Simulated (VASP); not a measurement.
# Si3C (P6/mmm) in VASP: further runs, part 3 of 3

VASP 6.6.1.

### Step 5. Relaxation of cell and atoms, PBE+MBD

Input file INCAR:

```
SYSTEM = Si3C
ALGO = Normal
EDIFF = 1E-6
EDIFFG = -0.005
ENCUT = 600
GGA = PE
IBRION = 2
ISIF = 3
ISMEAR = -1
IVDW = 202
LASPH = .TRUE.
LCHARG = .FALSE.
LREAL = .FALSE.
LWAVE = .FALSE.
NELM = 80
NSW = 60
PREC = Accurate
SIGMA = 0.05
```

Input file KPOINTS:

```
k-points
0
G
  5 5 8
  0 0 0
```

Input file POSCAR:

```
Si3C
1.0
    4.9148000000      0.0000000000      0.0000000000
   -2.4574000000      4.2563400000      0.0000000000
    0.0000000000      0.0000000000      2.4331100000
Si C
3 1
Direct
    0.5000000000      0.0000000000      0.5000000000
    0.0000000000      0.5000000000      0.5000000000
    0.5000000000      0.5000000000      0.5000000000
    0.0000000000      0.0000000000      0.5000000000
```

Potentials or basis: VASP PAW PBE potentials, release 64 (Si, C).

The run is started by

```
$ cat potpaw_PBE.64/Si/POTCAR potpaw_PBE.64/C/POTCAR > POTCAR
$ mpirun -np 1 vasp_std > vasp.out
```

OUTCAR:

```text
SYSTEM = Si3C
   EDIFF = 1E-6
   EDIFFG = -0.005
   ENCUT = 600
   GGA = PE
   IBRION = 2
   ISIF = 3
   ISMEAR = -1
   IVDW = 202
   LASPH = .TRUE.
   LREAL = .FALSE.
   NELM = 80
   NSW = 60
   PREC = Accurate
  IVDW = 202

 ion  position               nearest neighbor table
   1  0.500  0.000  0.500-   2 2.46   3 2.46   3 2.46   2 2.46   4 2.46   4 2.46
   2  0.000  0.500  0.500-   1 2.46   4 2.46   4 2.46   1 2.46   3 2.46   3 2.46
   3  0.500  0.500  0.500-   1 2.46   4 2.46   1 2.46   4 2.46   2 2.46   2 2.46
   4  0.000  0.000  0.500-   2 2.46   3 2.46   2 2.46   3 2.46   1 2.46   1 2.46

  LATTYP: Found a hexagonal cell.
 ALAT       =     4.9148000000
 C/A-ratio  =     0.4950577847

  Lattice vectors:

 A1 = (   4.9148000000,   0.0000000000,   0.0000000000)
 A2 = (  -2.4574000000,   4.2563400000,   0.0000000000)
 A3 = (   0.0000000000,   0.0000000000,   2.4331100000)

Analysis of symmetry for initial positions (statically):
=====================================================================
[... 813 lines left out ...]
 fundamental gap:      0.2242447085
 Fermi energy:         9.7454738435

 k-point     1 :       0.0000    0.0000    0.0000
  band No.  band energies     occupation
      1      -5.4845      2.00000
      2       0.9161      2.00000
      3       2.0814      2.00000
      4       2.9654      2.00000
      5       2.9654      2.00000
      6       2.9737      2.00000
      7       2.9737      2.00000
      8      13.7841      0.00000
      9      14.2801      0.00000
     10      14.2801      0.00000
     11      16.5480      0.00000
     12      18.2645      0.00000
[... 331 lines left out ...]
 k-point    24 :       0.2000    0.2000    0.5000
  band No.  band energies     occupation
      1      -0.3547      2.00000
      2       2.4324      2.00000
      3       2.9195      2.00000
      4       3.4206      2.00000
      5       5.7360      2.00000
      6       6.1597      2.00000
      7       6.8358      2.00000
      8       7.7797      2.00000
      9       8.8596      2.00000
     10      11.8273      0.00000
     11      12.8253      0.00000
     12      12.9229      0.00000

 [... further k-points ...]

------------------------ aborting loop because EDIFF is reached ----------------------------------------

  Hirshfeld charges:
            ion         q(e)
   ------------------------------
      1     Si       0.02822773
      2     Si       0.02822765
      3     Si       0.02822765
      4     C       -0.08468302

  Tkatchenko/Scheffler method for vdW energy calculation
[... 29 lines left out ...]
  FREE ENERGIE OF THE ION-ELECTRON SYSTEM (eV)
  ---------------------------------------------------
  free  energy   TOTEN  =       -22.0972653193 eV

  energy  without entropy=      -22.0897407955  energy(sigma->0) =      -22.09350306

 reached required accuracy - stopping structural energy minimisation
```

OSZICAR:

```text
N       E                     dE             d eps       ncg     rms          rms(c)
DAV:   1     0.316515774081E+02    0.31652E+02   -0.75160E+03   600   0.131E+03
DAV:   2    -0.181492274269E+02   -0.49801E+02   -0.45973E+02   760   0.162E+02
DAV:   3    -0.206800212448E+02   -0.25308E+01   -0.23230E+01   816   0.321E+01
DAV:   4    -0.207285519577E+02   -0.48531E-01   -0.48233E-01   712   0.471E+00
[... 49 lines left out ...]
       N       E                     dE             d eps       ncg     rms          rms(c)
DAV:   1    -0.205642292762E+02    0.33648E-03   -0.25965E-04   640   0.118E-01    0.124E-02
DAV:   2    -0.205642253772E+02    0.38990E-05   -0.15167E-05   784   0.315E-02    0.621E-03
DAV:   3    -0.205642241004E+02    0.12768E-05   -0.19287E-06   368   0.117E-02    0.333E-03
DAV:   4    -0.205642238014E+02    0.29899E-06   -0.12648E-06   304   0.797E-03
   7 F= -.22097265E+02 E0= -.22093503E+02  d E =-.553299E-03
```

CONTCAR:

```text
Si3C
   1.00000000000000
     4.8015744782834462    0.0000000000000000    0.0000000000000000
    -2.4007872391417231    4.1582839360901831    0.0000000000000000
     0.0000000000000000   -0.0000000000000000    2.4347820851035467
  Si              C
     3     1
Direct
     0.5000000000000000    0.0000000000000000    0.5000000000000000
     0.0000000000000000    0.5000000000000000    0.5000000000000000
     0.5000000000000000    0.5000000000000000    0.5000000000000000
     0.0000000000000000    0.0000000000000000    0.5000000000000000

  0.00000000E+00  0.00000000E+00  0.00000000E+00
  0.00000000E+00  0.00000000E+00  0.00000000E+00
  0.00000000E+00  0.00000000E+00  0.00000000E+00
  0.00000000E+00  0.00000000E+00  0.00000000E+00
```

It took 75 s on 1 thread of AMD EPYC 9R45 (Zen 5), shared host; peak memory 0.15 GiB.

What came out:

- Free energy: -22.0973 eV
- Relaxed volume: 12.15 Å³/atom
- Relaxed cell: a = 4.802 Å, b = 4.802 Å, c = 2.435 Å, α = 90.00°, β = 90.00°, γ = 120.00°
- Space group after relaxing (to 0.05 Å): P6/mmm (No. 191)
- Energy gained by relaxing: 15.9 meV/atom
- Ionic steps: 7
- Pressure after relaxing: 0.0 GPa
- Band gap on the k mesh: none (metal or under the smearing width)
- Hirshfeld charges: Si +0.03; C -0.08 e
- Dispersion energy per atom: -0.383 eV

The path:
| step | energy change (eV) | largest force (eV/Å) | pressure (GPa) | volume (Å³) |
| --- | --- | --- | --- | --- |
| 1 | 0.0000 | 0.0000 | -5.46 | 50.90 |
| 2 | -0.0558 | 0.0000 | 2.49 | 47.76 |
| 3 | -0.0630 | 0.0000 | 0.38 | 48.47 |
| 4 | -0.0630 | 0.0000 | 0.24 | 48.52 |
| 5 | -0.0634 | 0.0000 | -0.20 | 48.67 |
| 6 | -0.0635 | 0.0000 | -0.08 | 48.63 |
| 7 | -0.0635 | 0.0000 | -0.04 | 48.61 |

Final structure:
```
CELL_PARAMETERS angstrom
4.80157 0.00000 0.00000
-2.40079 4.15828 0.00000
0.00000 0.00000 2.43478
ATOMIC_POSITIONS crystal
Si 0.50000 0.00000 0.50000
Si 0.00000 0.50000 0.50000
Si 0.50000 0.50000 0.50000
C 0.00000 0.00000 0.50000
```

Caveat: pairwise dispersion overbinds metals, which lowers pressure and volume.

### Step 6. Relaxation of cell and atoms, PBE+MBD-FI

Edit INCAR of step 5 so:

```diff
@@ -9,3 +9,3 @@
 ISMEAR = -1
-IVDW = 202
+IVDW = 263
 LASPH = .TRUE.
```

KPOINTS is that of step 5.

POSCAR is that of step 5.

Potentials or basis: VASP PAW PBE potentials, release 64 (Si, C).

The run is started by

```
$ cat potpaw_PBE.64/Si/POTCAR potpaw_PBE.64/C/POTCAR > POTCAR
$ mpirun -np 1 vasp_std > vasp.out
```

Run time: 2.2 min. Hardware: 1 thread of AMD EPYC 9R45 (Zen 5), shared host; peak memory 0.15 GiB.

The run converged. Its results:

* Free energy: -22.1093 eV
* Relaxed volume: 12.14 Å³/atom
* Relaxed cell: a = 4.799 Å, b = 4.799 Å, c = 2.434 Å, α = 90.00°, β = 90.00°, γ = 120.00°
* Space group after relaxing (to 0.05 Å): P6/mmm (No. 191)
* Energy gained by relaxing: 16.2 meV/atom
* Ionic steps: 9
* Pressure after relaxing: 0.0 GPa
* Band gap on the k mesh: none (metal or under the smearing width)
* Hirshfeld charges: Si +0.03; C -0.09 e
* Dispersion energy per atom: -0.387 eV

Step by step:
```
step  energy change (eV)  largest force (eV/Å)  pressure (GPa)  volume (Å³)
   1              0.0000                0.0000           -5.59        50.90
   2             -0.0565                0.0000            2.52        47.68
   3             -0.0645                0.0000            0.29        48.44
   4             -0.0644                0.0000            0.42        48.39
   5             -0.0648                0.0000           -0.01        48.54
   6             -0.0649                0.0000            0.11        48.49
   7             -0.0649                0.0000            0.15        48.48
   8             -0.0650                0.0000           -0.05        48.55
   9             -0.0650                0.0000           -0.05        48.55
```

Final structure:
```cif
data_structure
_symmetry_space_group_name_H-M 'P 1'
_symmetry_Int_Tables_number 1
_cell_length_a 4.7987
_cell_length_b 4.7987
_cell_length_c 2.4344
_cell_angle_alpha 90.000
_cell_angle_beta 90.000
_cell_angle_gamma 120.000
_cell_volume 48.55
loop_
_atom_site_label
_atom_site_type_symbol
_atom_site_fract_x
_atom_site_fract_y
_atom_site_fract_z
_atom_site_occupancy
Si1 Si 0.50000 0.00000 0.50000 1
Si2 Si 0.00000 0.50000 0.50000 1
Si3 Si 0.50000 0.50000 0.50000 1
C1 C 0.00000 0.00000 0.50000 1
```

Levels at points of the mesh, in eV from the Fermi level:
| k point | band 5 | band 6 | band 7 | band 8 | band 9 | band 10 | band 11 | band 12 |
| --- | --- | --- | --- | --- | --- | --- | --- | --- |
| (0.00, 0.00, 0.00) | -6.78 | -6.78 | -6.78 | 4.03 | 4.54 | 4.54 | 6.80 | 8.54 |
| (0.00, 0.00, 0.50) | -3.71 | -3.71 | -1.78 | -1.42 | -1.42 | -0.66 | -0.66 | 0.97 |

Caveat: pairwise dispersion overbinds metals, which lowers pressure and volume.

### Step 7. Summary

```csv
level,gap on the mesh (eV),pressure (GPa),relaxed volume (Å³/atom)
PBE+D4,none,0.0,12.28
PBE+TS,none,0.0,12.16
PBE+TS-HI,none,0.0,12.17
PBE+MBD,none,0.0,12.15
PBE+MBD-FI,none,0.0,12.14
```

Alike in all rows: task relaxation of cell and atoms; potentials or basis VASP PAW PBE potentials, release 64 (Si, C); no spin polarisation; cell relaxed; k mesh 5 × 5 × 8; cutoff (eV) 600; smearing fermi-dirac 0.05 eV.

Caveats: pairwise dispersion overbinds metals, which lowers pressure and volume; atom-pairwise D2, TS and ULG terms overbind metals (some runs).

Absolute energies hang on the potentials; compare differences alone.
